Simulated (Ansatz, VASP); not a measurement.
# Cross-check of VSb2 between VASP and Ansatz, part 2 of 2

One calculation is typed for both programs; each brings its own data sets and cutoff. How far apart do they land?

VASP 6.6.1 and Ansatz 0.2.0.

So far: Starting point; VASP: zone-centre phonons, LDA, DFT+U.

## Step 3: Ansatz: zone-centre phonons, LDA, DFT+U

Level of this step: Ansatz beside VASP: Kohn-Sham DFT, plane waves, LDA, DFT+U (Ansatz).

Ansatz runs on its default PAW (the set named soft_2) files.

The same cell, functional (in two slightly different forms), mesh and smearing now go to Ansatz, which takes its cutoff from its data sets.

The input, input.yaml:

```yaml
crystal:
  lattice:
    - [-3.2769, 3.2769, 2.8183]
    - [3.2769, -3.2769, 2.8183]
    - [3.2769, 3.2769, -2.8183]
  atoms:
    - { symbol: Sb, position: [0.8445136755, 0.6554863245, 0.5] }
    - { symbol: Sb, position: [0.3445136755, 0.8445136755, 0.189027351] }
    - { symbol: Sb, position: [0.1554863245, 0.3445136755, 0.5] }
    - { symbol: Sb, position: [0.6554863245, 0.1554863245, 0.810972649] }
    - { symbol: V, position: [0.75, 0.75, 0.0], spin: 2.0 }
    - { symbol: V, position: [0.25, 0.25, 0.0], spin: 2.0 }
hamiltonian:
  xc: lda
  pseudopotentials: { kind: paw }
  hubbard: { sites: [{ species: V, l: d, u_eff: 3.25 }] }
magnetization:
  spin_polarized: true
kpoints:
  mp_grid: { grid: [8, 8, 8] }
scf:
  occupations: { method: methfessel_paxton, width: 0.15 }
phonons:
  method: dfpt
  qpoints: [[0, 0, 0]]
```

Command:

```bash
$ ansatz run input.yaml --threads 4 --pin off --max-ram 9216MiB --backend cpu --events-out ev --progress --plain --runs-dir out
```

Numbers of over 12 decimals in the logs are rounded to 6 here.

What it wrote:

```text
Sb: projections on atomic orbitals take those of the free atom [Kr] 4d10 5s2 5p3, of charge +0.00 (hamiltonian.pseudopotentials.projection_atoms); the dataset's partial waves leave at most 3.6e-6 of an orbital's norm unspanned inside its sphere
V: projections on atomic orbitals take those of the free atom [Ne] 3s2 3p6 3d3 4s2, of charge +0.00 (hamiltonian.pseudopotentials.projection_atoms); the dataset's partial waves leave at most 5.8e-7 of an orbital's norm unspanned inside its sphere
Engine: ansatz 0.2.0, aarch64-unknown-linux-gnu
Pseudopotentials: kind: paw
Pseudopotential: Sb, paw, valence charge 15, recommended cutoff 420 eV (normal), Sb.paw.azcp
Pseudopotential: V, paw, valence charge 13, recommended cutoff 420 eV (normal), V.paw.azcp
Functional definition: SPW92
  exchange = slater_x
  correlation = pw_c
Crystal: 6 atoms, lattice volume = 121.052 Å³
Basis set: ecut = 420 eV, 2345 PW (Γ), exchange–correlation on 80×80×80 points (8 copies of the dense FFT grid, shifted against one another)
Bands: 54, of which v1, the nominal top of the filled ones, is band 43 counted from 1 (42 counted from 0)
Symmetry: 16 space group operations
Space group: I4/mcm (ITA 140), of the structure as read, at distance tolerance 4.9e-5 Å
Magnetic group: BNS 140.541 (UNI 1201), of the structure as read, at distance tolerance 4.9e-5 Å
k-points: 59 of 512
Non-local potential: Sb, projectors of the file, l = 0: 2, l = 1: 2, l = 2: 2, l = 3: 2
Non-local potential: V, projectors of the file, l = 0: 3, l = 1: 2, l = 2: 3, l = 3: 1
PAW form: soft (Blöchl's): semilocal exchange-correlation on the pseudo side does not see the compensation charge
PAW frozen core: Sb, regenerated for the run's functional, and the local potential with it (the file was generated under x = pbe(κ = 0.804, μ = 0.219515), c = pbe(β = 0.066725))
PAW frozen core: V, regenerated for the run's functional, and the local potential with it (the file was generated under x = pbe(κ = 0.804, μ = 0.219515), c = pbe(β = 0.066725))
PAW one-centre angular grid: Sb, 590 points (default); XC on 64 Gauss nodes
PAW one-centre angular grid: V, 590 points (default); XC on 64 Gauss nodes
Initial density: superposition of atomic densities (chi_scale 0.1, normalization cell)
Starting moments: Σ|m| = 4 μB on 2 of 6 sites
Initial wavefunctions: pseudopotential atomic-orbital guess
Functional: x = slater, c = lda
SCF 1 converged in 18 iterations: F = -31057.861478 eV  dr2 = 2.40e-8
  greatest PAW one-centre occupation: 0.999 electrons in one spin orbital (limit 2), on the V atom at site 5 (counted from 0), in its partial waves of l = 0
Initial density: read from a saved state, or passed on in memory by an earlier SCF of this step, an earlier step, the calling program or the single point that the run made first
Starting moments: Σ|m| = 4 μB on 2 of 6 sites; this step starts from the density that it was given
Initial wavefunctions: those read from a saved state, or passed on in memory by an earlier step or the calling program
SCF 2 converged in 6 iterations: F = -31057.925008 eV  dr2 = 1.32e-6
Symmetry: 8 space group operations
k-points: 95 of 512
k-points: 59 of 512 (time reversal used)
k-points: 260 of 512 (irreducible under 1 space group operation, time reversal used)
Stability of the state it starts from, as read at its close in the collinear treatment: not read, because cold or Methfessel-Paxton smearing, or corrected tetrahedra, fill the levels in a way that the test cannot read (fill_not_monotonic); its run was given moments
iter 1 solved again at ethr=6.57e-8 eV; its pass at ethr=3.10e-3 eV (dr2=5.65e-5 eV) is discarded
SCF iter   1: F=—  HF=-31057.861478 eV  |F-HF|=—  |Δ(HF+E_count)|=         —  Δρ=7.01e-6 (↑7.01e-6 ↓1.42e-6)  dr2=2.39e-8  dr2_m=1.24e-8  M=5.081 μB ∫|m|=6.309 μB  β_m=0.30  ethr=6.57e-8  ⟨swp⟩=3.6  Hψ=176690  notcnv=0
preconditioner: auto → Kerker (q_TF=auto, 2.577 Å⁻¹)  [metal: Δε(μ)=0.004 eV  Ē_g=7.337 eV  σ=0.150 eV  W_gap=0.02  n_scr=34 (ndim 8)  ℏωp=18.5 eV  f_vac=0.000  D(μ)=3.70/eV (n_scr^D=18)]
spin=Collinear: Kerker preconditioning applied to the charge; magnetization (m = ρ↑ − ρ↓) channel mixes plain (no charge-response kernel on spin).
SCF iter   2: F=—  HF=-31057.861478 eV  |F-HF|=—  |Δ(HF+E_count)|=   1.74e-7  S|Δr|=    0.00e0  Δρ=6.06e-6 (↑6.06e-6 ↓1.03e-6)  dr2=1.47e-8  dr2_m=9.28e-9  M=5.081 μB ∫|m|=6.309 μB  β_m=0.65  ethr=2.78e-11  ⟨swp⟩=2.7  Hψ=52106  notcnv=0
SCF iter   3: F=—  HF=-31057.861478 eV  |F-HF|=—  |Δ(HF+E_count)|=   8.44e-8  S|Δr|=    0.00e0  Δρ=4.12e-6 (↑4.12e-6 ↓4.72e-7)  dr2=1.24e-8  dr2_m=4.43e-9  M=5.081 μB ∫|m|=6.309 μB  β_m=0.76  ethr=1.71e-11  ⟨swp⟩=2.0  Hψ=50072  notcnv=0
SCF iter   4: F=—  HF=-31057.861478 eV  |F-HF|=—  |Δ(HF+E_count)|=   3.12e-8  S|Δr|=    0.00e0  Δρ=9.29e-7 (↑9.29e-7 ↓2.54e-7)  dr2=4.80e-10  dr2_m=2.16e-10  M=5.081 μB ∫|m|=6.309 μB  β_m=0.83  ethr=1.45e-11  ⟨swp⟩=2.0  Hψ=49486  notcnv=0
SCF iter   5: F=—  HF=-31057.861478 eV  |F-HF|=—  |Δ(HF+E_count)|=   2.67e-9  S|Δr|=    0.00e0  Δρ=1.21e-6 (↑1.21e-6 ↓2.72e-7)  dr2=3.06e-9  dr2_m=2.77e-10  M=5.081 μB ∫|m|=6.309 μB  β_m=0.83  ethr=1.00e-12  ⟨swp⟩=2.0  Hψ=50625  notcnv=0
SCF iter   6: F=—  HF=-31057.861478 eV  |F-HF|=—  |Δ(HF+E_count)|=  1.82e-10  S|Δr|=    0.00e0  Δρ=2.79e-7 (↑2.79e-7 ↓5.97e-8)  dr2=9.47e-11  dr2_m=2.62e-11  M=5.081 μB ∫|m|=6.309 μB  β_m=0.91  ethr=1.00e-12  ⟨swp⟩=2.0  Hψ=49556  notcnv=0
SCF iter   7: F=—  HF=-31057.861478 eV  |F-HF|=—  |Δ(HF+E_count)|=  4.73e-11  S|Δr|=    0.00e0  Δρ=2.49e-7 (↑2.49e-7 ↓2.97e-8)  dr2=1.17e-10  dr2_m=1.63e-11  M=5.081 μB ∫|m|=6.309 μB  β_m=0.96  ethr=1.00e-12  ⟨swp⟩=1.0  Hψ=28080  notcnv=0
SCF iter   8: F=-31057.861478 eV  HF=-31057.861478 eV  |F-HF|=7.28e-12  |Δ(HF+E_count)|=  3.64e-12  S|Δr|=    0.00e0  Δρ=1.67e-8 (↑1.67e-8 ↓8.19e-9)  dr2=2.92e-13  dr2_m=7.19e-14  M=5.081 μB ∫|m|=6.309 μB  ethr=1.00e-12  ⟨swp⟩=4.1  Hψ=110295  notcnv=0
SCF 3 converged in 8 iterations: F = -31057.861478 eV  dr2 = 2.92e-13
this state was not tested for a lower state beside it, because cold or Methfessel-Paxton smearing, or corrected tetrahedra, fill the levels in a way that the test cannot read (fill_not_monotonic; see scf.lower_state_search)
DFPT response loops at Γ: preconditioner auto → Kerker (q_TF=auto, 2.577 Å⁻¹) (partly filled bands, converged f_vac=0.000); β = 1.00, the filter's whole step (`scf.mixing.beta` (0.30) is not read by the response loops under this deck's `scf.mixing.preconditioner`; to damp them name `kerker` or `kerker_dos`, under which they read `scf.mixing.beta`, and type it under 1.00, their step now; both keys bind the ground state too); Broyden in place of MSR1
SCF converged after 8 iterations
Magnetization: 5.0810 μB (45.5405 up, 40.4595 down)
Absolute magnetization: 6.3221 μB (∫|ρ↑−ρ↓|, with the PAW one-centre terms)
Spin contamination: 0.5415 ħ² per cell (⟨S²⟩ above its minimum at these occupations)
Per-site moments (μB) at R_I (Å): [(-0.099535, 1.175597), (-0.099535, 1.175597), (-0.099535, 1.175597), (-0.099535, 1.175597), (2.534692, 1.162549), (2.534692, 1.162549)]
Free energy (F): -31057.861478 eV
Harris-Foulkes:  -31057.861478 eV  (|F-HF|=7.28e-12)
Internal energy: -31057.862707 eV  (E = F + TS)
E sigma→0 (E₀):  -31057.861785 eV
Entropy (-TS):   0.001229 eV (0.205 meV/atom)
Fermi energy:    14.255369 eV
--- Per-component energies (eV) ---
  E_band       = -762.365446
  E_kinetic    = 1517.781196
  E_local      = -7373.523752  (includes V_loc(G=0)·N_el)
  E_nonlocal   = 1398.803103
  E_hartree    = 3409.437317
  E_xc         = -814.170918
  E_vxc        = -724.565525  (∫ρ·V_xc dr)
  E_hubbard    = 5.012343  (on-site DFT+U / exact-exchange correction)
  E_vhub       = -3.193005  (the Hubbard potential's part of the band-sum identity)
  E_paw        = -19841.396993  (= ΣΔE_a)
  E_vpaw       = -2396.542553  (= ΣTr[D̂ρ^β])
  E_aug_tail   = 0.000496  (compensation charges beyond the density's cutoff)
  E_ewald      = -9362.733093
  E_core_change = 2.927594  (= ΣΔE_core)
  E_smearing   = 0.001229  (= −TS)
  E_closure    = -0.000000  (closes the sum)
  Σ components = -31057.861478   (vs F -31057.861478, Δ=0.00e0)
--- Band table (eV; the first three rows and the last of 520) ---
  k-point 0 ↑: bands = [... 39 lower, 11.4027, 11.9082, 11.9869, 13.3553, 13.5146, 14.0722, 14.0722, 14.2729, ... 7 higher]
  k-point 1 ↑: bands = [... 39 lower, 11.4931, 11.8555, 12.0001, 13.4676, 13.8311, 14.0397, 14.0830, 14.1665, ... 7 higher]
  k-point 2 ↑: bands = [... 39 lower, 11.7276, 12.0949, 12.1424, 13.4700, 13.9557, 14.0324, 14.0705, 14.7423, ... 7 higher]
  k-point 259 ↓: bands = [... 39 lower, 15.1121, 15.1638, 15.1638, 16.0102, 16.7972, 16.8029, 17.1220, 17.1220, ... 7 higher]
Occupation matrices written to <dir>
--- Phonons (Γ-DFPT): 4 representative perturbations + reference, on 260 of 512 k-points (Σ response iterations 39) ---
  k mesh reduced under 1 symmetry operation, with k and −k counted as one. Each operation leaves every solved perturbation unchanged. A smaller set is not considered because the run has a Hubbard term
  ASR residual: 1.469e-4 → 0.000e0 eV/Å²; symmetrization residual: 4.422e-5 eV/Å²
  ASR residual per site (eV/Å²): 1.47e-4 1.47e-4 1.47e-4 1.47e-4 3.39e-5 3.39e-5
  Γ frequencies (cm⁻¹): 0.00 0.00 0.00 40.16 40.16 90.87 107.51 107.51 112.24 121.81 123.70 123.70 147.68 154.25 164.12 201.67 201.67 281.78
  non-analytic LO–TO correction: not included (Born effective charges unavailable; polar crystals: no LO–TO splitting at Γ)
--- Phonons (arbitrary-q DFPT): 1 explicit q-point ---
  q = [0, 0, 0] (of the zone-centre solve; hermiticity 9.68e-6, symmetrization 1.64e-6): -0.00 -0.00 0.00 40.16 40.16 90.87 107.51 107.51 112.24 121.81 123.70 123.70 147.68 154.25 164.12 201.67 201.67 281.78
  sum rule: each row above includes the acoustic sum rule's correction from the zone centre's row sums; it moved no ω² by more than (0.57 cm⁻¹)²
```

Run time: 27 min. Hardware: 4 threads of Arm Neoverse V1, shared host; peak memory 7 GiB.

The column dr2 measures how far the density is from self-consistency, as an energy; F and HF (Harris–Foulkes) agree once it is small.

## Step 4: Differences

Known differences besides the PAW data sets themselves: U acts on the PAW sphere in VASP and on atomic orbitals in Ansatz, so only states and trends compare; the two LDA forms differ slightly; the data sets hold 86 valence electrons in Ansatz (default PAW (the set named soft_2) files) and 46 in VASP; the cutoff is 420 eV in Ansatz and 450 eV in VASP; Ansatz makes its cores anew for this functional, VASP keeps those of its LDA data sets; VASP uses finite displacements, Ansatz perturbation theory. Total energies have different zeros and are not compared.

Both answers:

| quantity | Ansatz | VASP | difference |
| --- | --- | --- | --- |
| mode 4 (cm⁻¹) | 40.2 | 98.2 | -59.09 % |
| mode 5 (cm⁻¹) | 40.2 | 99.0 | -59.42 % |
| mode 6 (cm⁻¹) | 90.9 | 99.0 | -8.17 % |
| mode 7 (cm⁻¹) | 107.5 | 99.8 | +7.68 % |
| mode 8 (cm⁻¹) | 107.5 | 109.6 | -1.93 % |
| mode 9 (cm⁻¹) | 112.2 | 116.9 | -3.95 % |
| mode 10 (cm⁻¹) | 121.8 | 116.9 | +4.24 % |
| mode 11 (cm⁻¹) | 123.7 | 143.2 | -13.64 % |
| mode 12 (cm⁻¹) | 123.7 | 166.4 | -25.67 % |
| mode 13 (cm⁻¹) | 147.7 | 178.6 | -17.31 % |
| mode 14 (cm⁻¹) | 154.2 | 210.2 | -26.63 % |
| mode 15 (cm⁻¹) | 164.1 | 219.6 | -25.25 % |
| mode 16 (cm⁻¹) | 201.7 | 219.6 | -8.15 % |
| mode 17 (cm⁻¹) | 201.7 | 225.1 | -10.40 % |
| mode 18 (cm⁻¹) | 281.8 | 225.1 | +25.19 % |

## Step 5: What came out

```
difference in mode 5 (zone-centre phonons, LDA, DFT+U) : -59 %
```

The difference in mode 5 is -59 % (zone-centre phonons, LDA, DFT+U), beyond the 3 % picked in this series as the mark of a large difference. How closely two codes agree says nothing of how well the functional describes the real material.

[Lines on the potential files, build, host, timing and source positions are cut from VASP's logs without a mark.]

[Logs are printed without paths, hosts, clocks, repeated set-up lines and the standing remarks that a program may print on its own settings, such as how far it seeks lower states.]

[Hosts, paths, dates, database ids (printed as entryN), source tags and the programs' standing remarks are cut or masked in the printed files.]
